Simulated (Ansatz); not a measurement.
# Si128C127: the cost of one run

All numbers are computed with Ansatz 0.2.0 (PAW, plane waves).

2 further runs of the same task are left out: 1 for a known fault of the program, 1 set aside as unsound or not needed.

### 1 The system as built

255 atoms (128 Si, 127 C); a = 12.312 Å, b = 10.663 Å, c = 20.152 Å, α = 90.00°, β = 90.00°, γ = 90.00°. All atoms were shaken off their sites by about 0.02 Å along each axis. Defect site 1: (0.500, 0.333, 0.469).

Steps to follow: (2) PBEsol relaxation at the single k point (¼, ¼, ¼), on 1 × NVIDIA GB300 Max-Q with 32 threads of Arm Neoverse-V2; (3) HSE06 single point at the single k point (¼, ¼, ¼), on 1 × NVIDIA GB300 Max-Q with 32 threads of Arm Neoverse-V2.

### 2 PBEsol relaxation in the fixed cell

in.yaml reads:

```yaml
crystal:
  lattice:
    - [12.312272, 0.000000, 0.000000]
    - [0.000000, 10.662740, 0.000000]
    - [0.000000, 0.000000, 20.151893]
  atoms:
    - { symbol: Si, position: [0.001079, 0.998093, 0.250853] }
    - { symbol: Si, position: [0.999684, 0.999460, 0.749301] }
    - { symbol: Si, position: [0.251972, 0.998500, 0.250051] }
    - { symbol: Si, position: [0.252375, 0.999910, 0.751160] }
    # ... 74 atom lines left out here ...
    - { symbol: Si, position: [0.500091, 0.333196, 0.375945] }
    # ... 27 atom lines left out here ...
    - { symbol: Si, position: [0.372898, 0.248892, 0.500430] }
    # ... 7 atom lines left out here ...
    - { symbol: Si, position: [0.625338, 0.253988, 0.501142] }
    # ... 1 atom line left out here ...
    - { symbol: Si, position: [0.501751, 0.501438, 0.499818] }
    # ... 22 atom lines left out here ...
    - { symbol: C, position: [0.377931, 0.250995, 0.593306] }
    # ... 30 atom lines left out here ...
    - { symbol: C, position: [0.376335, 0.247819, 0.344423] }
    # ... 65 atom lines left out here ...
    - { symbol: C, position: [0.623261, 0.085250, 0.469587] }
    # ... 8 atom lines left out here ...
    - { symbol: C, position: [0.749167, 0.331640, 0.470581] }
    # ... 1 atom line left out here ...
    - { symbol: C, position: [0.624791, 0.583015, 0.470001] }
    # ... 7 atom lines left out here ...
  symmetry: { detect: false }
kpoints:
  mp_grid: { grid: [1, 1, 1], shift: [0.25, 0.25, 0.25] }
hamiltonian:
  xc: pbesol
scf:
  occupations: { method: fermi_dirac, width: 0.01 }
relax:
  f_tol: 0.03
  max_steps: 80
  escape_saddle: false
  adjacent_minimum: "off"
output:
  forces: true
  eigenvalues: true
  populations: true
```

On the command line:

```console
ansatz run in.yaml --threads 32 --pin off --max-ram 171000MiB --runs-dir r --events-out ev --progress --plain --backend cuda --devices 0,
```

Q: Estimate wall time and peak memory on 1 × NVIDIA GB300 Max-Q with 32 threads of Arm Neoverse-V2, shared host.

About 29 s, with a peak of 3.1 GiB on the host.
